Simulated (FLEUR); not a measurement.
**C under changes of volume**

One of the cells (5.672 Å³/atom); the others are scaled copies at fixed shape and fractional positions:

```
C
1.0
     2.52210    0.00000    0.00000
    -1.26105    2.18420    0.00000
     0.00000    0.00000    8.23710
C
8
Cartesian
  1.2611 0.7281 6.9501
  0.0000 1.4561 2.8315
  1.2611 0.7281 5.4056
  0.0000 1.4561 1.2870
  0.0000 0.0000 7.4649
  0.0000 0.0000 3.3463
  0.0000 0.0000 4.8908
  0.0000 0.0000 0.7722
```

This is a hexagonal form of diamond, not graphite.

* Program: FLEUR MaX-R8.1 (patched build s14)
* Functional: LDA (von Barth-Hedin)
* Potentials or basis: all-electron
* Basis: FLAPW
* Kmax: 5.19 1/bohr
* k mesh: 12 × 12 × 4
* Occupations: fermi-dirac, width 0.05 eV
* Spin: no spin polarisation

```csv
volume (Å³/atom),energy over the lowest point (meV/atom),gap on the mesh (eV)
5.332,9.79,4.54
5.445,0.00,4.49
5.672,2.11,4.39
5.899,?,?
6.012,50.28,4.23
```

What does the run at 5.899 Å³/atom give?

Energy over the lowest point 28.98 meV/atom; gap on the mesh 4.28 eV.

Worked out: A Birch-Murnaghan fit of order 2 (a polynomial in V^(-2/3)) to the other rows has its minimum at 5.54 Å³/atom with B0 = V·E''(V) = 479 GPa at fixed shape and positions, which overstates the stiffness. It gives 29.08 meV/atom at 5.899 Å³/atom, against the run's 28.98. A straight line through the other rows of the gap, of slope -2.58 eV per unit of ln V, gives 4.28 eV, against the run's 4.28.

Energies are extrapolated to zero smearing.

A mesh can miss the band edges.
